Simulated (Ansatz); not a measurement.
**Bi2Te2Se: changing the dispersion correction**

The cell as given:

```cif
data_structure
_symmetry_space_group_name_H-M 'R-3m:H'
_symmetry_Int_Tables_number 166
_cell_length_a 4.3219
_cell_length_b 4.3219
_cell_length_c 31.7567
_cell_angle_alpha 90.000
_cell_angle_beta 90.000
_cell_angle_gamma 120.000
_cell_volume 513.72
loop_
_atom_site_label
_atom_site_type_symbol
_atom_site_symmetry_multiplicity
_atom_site_Wyckoff_symbol
_atom_site_fract_x
_atom_site_fract_y
_atom_site_fract_z
_atom_site_occupancy
Bi1 Bi 6 c 0.66667 0.33333 0.72505 1
Te1 Te 6 c 0.00000 0.00000 0.78040 1
Se1 Se 3 a 0.00000 0.00000 0.00000 1
```

The cell is a database's computed one, not the measured one.

Kept alike: task relaxation of cell and atoms; functional PBEsol; k mesh 7 × 7 × 7; occupations fermi-dirac, width 0.05 eV; no spin polarisation. Program: Ansatz, Ansatz PAW, cutoff 420 eV. The mesh is that of the run's cell of 5 atoms. No spin-orbit coupling.

```csv
dispersion correction,volume (Å³/atom)
D3(BJ),29.994
D3(BJ)-ATM,30.147
D4,30.594
none,31.669
```

The relaxations keep at least the cell's symmetry (R-3m). Relaxations stop with a little pressure left, so the last digits of a volume or edge aren't settled. All rows use potentials made for PBE.

Problem. What does the dispersion correction change here?

Solution. The volume runs from 29.994 (D3(BJ)) to 31.669 Å³/atom (none). Against no correction: D3(BJ) -5.3 %; D3(BJ)-ATM -4.8 %; D4 -3.4 %. Dispersion terms mostly attract and so lower the volume; the schemes' coefficients and damping set how far.
